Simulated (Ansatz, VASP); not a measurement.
## Mo in VASP and in Ansatz

Contents of INCAR:

```
AGGAC = 1.0 ; AGGAX = 1.0
ALDAC = 0.0 ; ALDAX = 1.0
ALGO = Normal ; EDIFF = 1E-7
ENCUT = 520 ; GGA = B5
ISIF = 2 ; ISMEAR = -1
LASPH = T ; LCHARG = F
LREAL = F ; LWAVE = F
NBANDS = 13 ; NELM = 60
PREC = Accurate ; SIGMA = 0.1
```

KPOINTS

```
k-points
0
Gamma
  13 13 13
```

The input POSCAR:

```
Mo
1.0
    2.6774966701      0.0000000000      0.0000000000
    0.0000000000      2.6774966701      0.0000000000
    0.0000000000      0.0000000000      2.6774966701
Mo
1
Direct
    0.0000000000      0.0000000000      0.0000000000
```

Input for Ansatz:

```yaml
crystal:
  lattice:
    - [2.6774966701, 0.0, 0.0]
    - [0.0, 2.6774966701, 0.0]
    - [0.0, 0.0, 2.6774966701]
  atoms:
    - { symbol: Mo, position: [0.0, 0.0, 0.0] }
hamiltonian:
  xc: blyp
  pseudopotentials:
    kind: paw
    azcp:
      Mo: "pseudopotentials/Mo.paw.azcp"
basis:
  ecutwfc: 420
  fft_grid_basis: typed
kpoints:
  mp_grid: { grid: [13, 13, 13], shift: [0, 0, 0] }
magnetization:
  spin_polarized: false
scf:
  occupations: { method: fermi_dirac, width: 0.1 }
  lower_state_search: "off"
output:
  stress: true
```

Alike in both runs: task single point; functional BLYP; k mesh 13 × 13 × 13; occupations fermi-dirac, width 0.1 eV; no spin polarisation.

```csv
,VASP,Ansatz
version,VASP 6.6.1,Ansatz 0.2.0
potentials or method,"VASP PAW PBE potentials, release 64 (Mo_sv)","plane waves (420 eV) with PAW, scalar-relativistic"
plane-wave cutoff (eV),520,420
valence electrons in the cell,14,14
```

```tsv
	VASP	Ansatz	Ansatz less VASP
pressure (GPa)	-6.2	-6.8	-0.58
```

The functional is the same, so the differences come from potentials, cutoffs and numerics.

Caveats: the PAW data sets were made with another functional, which shifts forces and pressure a little (VASP).
